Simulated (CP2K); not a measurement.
Set up this calculation in CP2K 2026.2, as the native input.

- Task: single point
- Functional: PBE
- Dispersion: D4
- Potentials or basis: POTENTIAL_UZH Te GTH-PBE-q6, Mo GTH-PBE-q14; DZVP-MOLOPT-PBE-GTH basis
- Density cutoff: 6123 eV
- k mesh: 4 × 8 × 1
- Occupations: fermi-dirac, width 0.05 eV
- Spin: no spin polarisation
- SCF solver: diagonalisation with k points
- Quickstep method: GPW
- EPS_DEFAULT: 1.0E-9
- EPS_SCF: 1.0E-6
- MAX_SCF: 100
- SCF_GUESS: ATOMIC
- k points reduced by the point group: yes
- Mesh centred on Gamma: yes
- CHOLESKY: OFF
- EPS_EIGVAL: 1.0E-7
- MIXING METHOD: BROYDEN_MIXING
- MIXING ALPHA: 0.4
- NBUFFER: 8
- NGRIDS: 5
- Basis sets: Te DZVP-MOLOPT-PBE-GTH-q6, Mo DZVP-MOLOPT-PBE-GTH-q14
- Potentials: Te GTH-PBE-q6 of POTENTIAL_UZH, Mo GTH-PBE-q14 of POTENTIAL_UZH
- ADDED_MOS: [24]
- REL_CUTOFF (Ry): 60 Ry
- MIXING BETA (1/bohr): 1.5 1/bohr
- CUTOFF of the grids: 450 Ry
- Cutoff radius of the dispersion sum (A): 20

Slab: Te2Mo, a slab with vacuum.

```
Te Mo
1.0
     6.36161    0.00000    0.00000
     0.00000    3.48040    0.00000
    -0.08574    0.00000   36.17589
Te Mo
4 2
Direct
  0.42925 0.75000 0.54070
  0.57075 0.25000 0.45930
  0.92085 0.25000 0.55653
  0.07915 0.75000 0.44347
  0.18135 0.25000 0.49747
  0.81865 0.75000 0.50253
```

These files were run (other wordings do the same):

te2mo_scf.inp

```
&GLOBAL
  PROJECT te2mo_scf
  RUN_TYPE ENERGY_FORCE
  PRINT_LEVEL LOW
&END GLOBAL
&FORCE_EVAL
  METHOD QS
  STRESS_TENSOR ANALYTICAL
  &DFT
    BASIS_SET_FILE_NAME BASIS_MOLOPT_UZH
    POTENTIAL_FILE_NAME POTENTIAL_UZH
    &MGRID
      CUTOFF 450
      REL_CUTOFF 60
      NGRIDS 5
    &END MGRID
    &QS
      METHOD GPW
      EPS_DEFAULT 1.0E-9
    &END QS
    &KPOINTS
      SCHEME MONKHORST-PACK 4 8 1
      GAMMA_CENTERED T
      SYMMETRY T
      SYMMETRY_BACKEND SPGLIB
    &END KPOINTS
    &SCF
      SCF_GUESS ATOMIC
      EPS_SCF 1.0E-6
      MAX_SCF 100
      ADDED_MOS 24
      CHOLESKY OFF
      EPS_EIGVAL 1.0E-7
      &DIAGONALIZATION ON
        ALGORITHM STANDARD
      &END DIAGONALIZATION
      &MIXING ON
        METHOD BROYDEN_MIXING
        ALPHA 0.4
        BETA 1.5
        NBUFFER 8
      &END MIXING
      &SMEAR ON
        METHOD FERMI_DIRAC
        ELECTRONIC_TEMPERATURE 580.23
      &END SMEAR
    &END SCF
    &XC
      &XC_FUNCTIONAL
        &GGA_X_PBE
        &END GGA_X_PBE
        &GGA_C_PBE
        &END GGA_C_PBE
      &END XC_FUNCTIONAL
      &VDW_POTENTIAL
        POTENTIAL_TYPE PAIR_POTENTIAL
        &PAIR_POTENTIAL
          TYPE DFTD4
          REFERENCE_FUNCTIONAL PBE
          D4_CUTOFF 20
        &END PAIR_POTENTIAL
      &END VDW_POTENTIAL
    &END XC
    &PRINT
      &KPOINTS ON
      &END KPOINTS
      &MULLIKEN ON
      &END MULLIKEN
      &MO ON
        ENERGIES T
        OCCUPATION_NUMBERS T
        &EACH
          QS_SCF 0
        &END EACH
        ADD_LAST NUMERIC
      &END MO
      &LOWDIN ON
      &END LOWDIN
      &HIRSHFELD ON
        SHAPE_FUNCTION DENSITY
      &END HIRSHFELD
      &E_DENSITY_CUBE ON
        STRIDE 1
      &END E_DENSITY_CUBE
      &V_HARTREE_CUBE ON
        STRIDE 1
      &END V_HARTREE_CUBE
      &ELF_CUBE ON
        STRIDE 1
      &END ELF_CUBE
    &END PRINT
  &END DFT
  &SUBSYS
    &CELL
      A 6.3616090156 0.0000000000 0.0000000000
      B 0.0000000000 3.4804030600 0.0000000000
      C -0.0857412231 0.0000000000 36.1758904685
      PERIODIC XYZ
    &END CELL
    &COORD
      SCALED
      Te  0.4292511000 0.7500000000 0.5407035800
      Te  0.5707489000 0.2500000000 0.4592964200
      Te  0.9208478700 0.2500000000 0.5565273200
      Te  0.0791521300 0.7500000000 0.4434726800
      Mo  0.1813475600 0.2500000000 0.4974653700
      Mo  0.8186524400 0.7500000000 0.5025346300
    &END COORD
    &KIND Te
      BASIS_SET DZVP-MOLOPT-PBE-GTH-q6
      POTENTIAL GTH-PBE-q6
    &END KIND
    &KIND Mo
      BASIS_SET DZVP-MOLOPT-PBE-GTH-q14
      POTENTIAL GTH-PBE-q14
    &END KIND
    &PRINT
      &ATOMIC_COORDINATES ON
      &END ATOMIC_COORDINATES
      &CELL ON
      &END CELL
    &END PRINT
  &END SUBSYS
  &PRINT
    &FORCES ON
    &END FORCES
    &STRESS_TENSOR ON
    &END STRESS_TENSOR
  &END PRINT
&END FORCE_EVAL
```

Potentials or basis: POTENTIAL_UZH Te GTH-PBE-q6, Mo GTH-PBE-q14; DZVP-MOLOPT-PBE-GTH basis.

Command:

```console
$ OMP_NUM_THREADS=1 cp2k.psmp -i te2mo_scf.inp -o te2mo_scf.out
```

It gave:

```
Largest force          : 0.523 eV/Å
Band gap on the k mesh : none (metal or under the smearing width)
Mulliken charges       : Te +0.14, +0.18; Mo -0.32 e
Hirshfeld charges      : Te -0.06, -0.03; Mo +0.09 e
```

Caveat: Mulliken charges move with the basis; the basis of atomic orbitals isn't converged, which shifts pressures, moduli and gaps.

Wall time 62 s on 1 thread of Arm Neoverse V1, with other jobs on the host, peak memory 1.3 GiB.
